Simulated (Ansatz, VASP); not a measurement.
## CdS: VASP beside Ansatz

```xyz
2
Lattice="0.0000 2.8547 2.9430 2.8547 0.0000 2.9430 2.8547 2.8547 0.0000" Properties=species:S:1:pos:R:3 pbc="T T T"
Cd    0.0000    0.0000    0.0000
S     4.2820    4.2820    4.4144
```

Change from the starting cell: equal xx and yy strain of -3 %.

Alike in both runs: task single point; functional PBEsol; k mesh 7 × 7 × 7; occupations fermi-dirac, width 0.02 eV; no spin polarisation.

|  | VASP | Ansatz |
| --- | --- | --- |
| version | VASP 6.6.1 | Ansatz 0.2.0 |
| potentials or method | VASP PAW PBE potentials, release 64 (Cd, S), cutoff 520 eV | all-electron LAPW, scalar-relativistic |

VASP gave:

| Quantity | Value |
| --- | --- |
| gap on the k mesh at the Fermi level (eV) | 1.04 |
| pressure (GPa) | 2.3 |
| largest component of the traceless stress (GPa) | 0.37 |

**Question.** Estimate Ansatz's values.

**Answer.** gap on the k mesh at the Fermi level (eV): 1.04; pressure (GPa): 1.9; largest component of the traceless stress (GPa): 0.38.

Ansatz ran all-electron here, so the differences hold the error of VASP's frozen core and of both bases.

Caveats: the PAW data sets were made with another functional, which shifts forces and pressure a little (VASP).
